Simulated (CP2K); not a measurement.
Runs of CP2K 2026.2 on HfC. Symmetry: Pmm2, No. 25, orthorhombic system. Conventional cell: a = 2.439 Å, b = 4.695 Å, c = 2.562 Å, α = 90.00°, β = 90.00°, γ = 90.00°. Hf (site symmetry mm2) is surrounded by 2 C at 2.43 Å and 4 Hf at 2.44 to 2.56 Å. C (site symmetry mm2) has 2 Hf at 2.43 Å and 4 C at 2.44 to 2.56 Å as nearest neighbours. The cell was built by a generator and needn't be a form met in nature.

| level | gap on the mesh (eV) | pressure (GPa) | largest force (eV/Å) |
| --- | --- | --- | --- |
| PBE | none | 10.3 | 0.12 |
| PBEsol | none | 5.6 | 0.12 |
| WC | none | 6.2 | 0.11 |
| HLE16 | none | (c) | (a) |
| MS2 | none | 10.7 | (b) |

Alike in all rows: task single point; potentials or basis POTENTIAL_UZH Hf GTH-PBE-q12, C GTH-PBE-q4; TZVP-MOLOPT-PBE-GTH basis; no spin polarisation; cell as given; k mesh 11 × 6 × 10; smearing fermi-dirac 0.05 eV.

Problem. Estimate the missing entries.

Solution. (a) 0.10; (b) 0.04; (c) -20.7.

Caveats: the basis of atomic orbitals isn't converged, which shifts pressures, moduli and gaps; the potentials were made for another functional, which shifts forces and pressure (some runs); the potentials were made for a functional far from this one (some runs).

A k mesh can miss the band edges, and the runs leave out spin-orbit coupling on Hf.

A gap of «none» marks a metal or a gap under the smearing width.
